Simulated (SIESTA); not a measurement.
Hg:

```
CELL_PARAMETERS angstrom
-1.87674 1.87674 1.91684
1.87674 -1.87674 1.91684
1.87674 1.87674 -1.91684
ATOMIC_POSITIONS crystal
Hg 0.50000 0.50000 0.00000
```

* Program: SIESTA 5.4.2
* Task: single point
* Functional: PBE
* Potentials or basis: PseudoDojo 0.4 standard (PBE files)
* Basis: DZP (energy shift 0.002 Ry)
* Grid cutoff: 800 Ry
* Energy shift: 0.002 Ry
* k mesh: 10 × 10 × 10
* Occupations: fermi-dirac, width 0.05 eV
* Spin: no spin polarisation

On this cell: pressure -2.2 GPa; band gap on the k mesh none (metal or under the smearing width).

The same run follows on a disturbed copy (cell strained at random at fixed volume):

```
Hg
1.0
    -1.91296    1.85608    1.92149
     1.87501   -1.89581    1.92322
     1.89161    1.87446   -1.96038
Hg
1
Direct
  0.49875 0.49348 0.99515
```

Question: What changes?

Answer: The energy (extrapolated to zero smearing) moves by -0.0 meV/atom; pressure -2.3 GPa; band gap on the k mesh none (metal or under the smearing width).

Stress tensor (GPa, compression positive):
```
-2.33  0.00 -0.01
 0.00 -2.60  0.05
-0.01  0.05 -1.85
```

Caveats: semicore shells carry a single zeta, which can move pressures by several GPa and volumes by a few percent; the valence orbitals were made in a potential fitted to the semicore shell under them, which widens gaps by tenths of an eV or more; the basis of atomic orbitals isn't converged, which shifts pressures, moduli and gaps.
